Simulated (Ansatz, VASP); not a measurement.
## One calculation of KMgF3, two programs

```
K Mg F
1.0
     4.03040    0.00000    0.00000
     0.00000    4.03040    0.00000
     0.00000    0.00000    4.03040
K Mg F
1 1 3
Direct
  0.50000 0.50000 0.50000
  0.00000 0.00000 0.00000
  0.50000 0.00000 0.00000
  0.00000 0.50000 0.00000
  0.00000 0.00000 0.50000
```

Alike in both runs: task single point; functional PBEsol; k mesh 6 × 6 × 6; occupations gaussian, width 0.02 eV; no spin polarisation.

```csv
,VASP,Ansatz
version,VASP 6.6.1,Ansatz 0.2.0
potentials or method,"VASP PAW PBE potentials, release 64 (K_sv, Mg, F)","scalar-relativistic, plane waves, PAW"
plane-wave cutoff (eV),520,420
valence electrons in the cell,32,40
```

|  | VASP | Ansatz | Ansatz less VASP |
| --- | --- | --- | --- |
| gap on the k mesh at the Fermi level (eV) | 6.88 | 6.91 | +0.025 |
| least direct gap on the mesh (eV) | 7.21 | 7.23 | +0.023 |
| pressure (GPa) | -2.4 | -2.0 | +0.39 |

With one functional, cell and mesh, what is left measures potentials, basis and numerics. The two sets of potentials don't hold the same shells in valence.

Caveats: the PAW data sets were made with another functional, which shifts forces and pressure a little (VASP). As with any semilocal functional, this PBEsol gap is likely too small. A k mesh can miss the band edges.
